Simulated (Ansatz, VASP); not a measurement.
# MgH2: VASP beside Ansatz

```
CELL_PARAMETERS angstrom
2.40583 -2.39761 0.00000
2.40583 2.39761 0.00000
0.00000 0.00000 4.73996
ATOMIC_POSITIONS crystal
Mg 0.00000 0.00000 0.00000
Mg 0.50000 0.50000 0.50000
H 0.53496 0.96504 0.25000
H 0.96504 0.53496 0.75000
H 0.46504 0.03496 0.75000
H 0.03496 0.46504 0.25000
```

Alike in both runs: functional PBE; k mesh 12 × 12 × 8; occupations gaussian, width 0.1 eV; no spin polarisation.

Ansatz relaxed the structure, and its values are those at the end. VASP's run is a single point on that final structure, the one shown.

|  | VASP | Ansatz |
| --- | --- | --- |
| version | VASP 6.6.1 | Ansatz 0.2.0 |
| potentials or method | VASP PAW PBE potentials, release 64 (Mg, H) | scalar-relativistic, plane waves, PAW |
| plane-wave cutoff (eV) | 520 | 420 |
| valence electrons in the cell | 8 | 24 |

|  | VASP | Ansatz | Ansatz less VASP |
| --- | --- | --- | --- |
| gap on the k mesh at the Fermi level (eV) | none | none | - |
| pressure (GPa) | -0.4 | 0.0 | +0.38 |

A gap of «none» marks a metal or a gap that the smearing closes. The functional is the same, so the differences come from potentials, cutoffs and numerics. The two sets of potentials don't hold the same shells in valence.
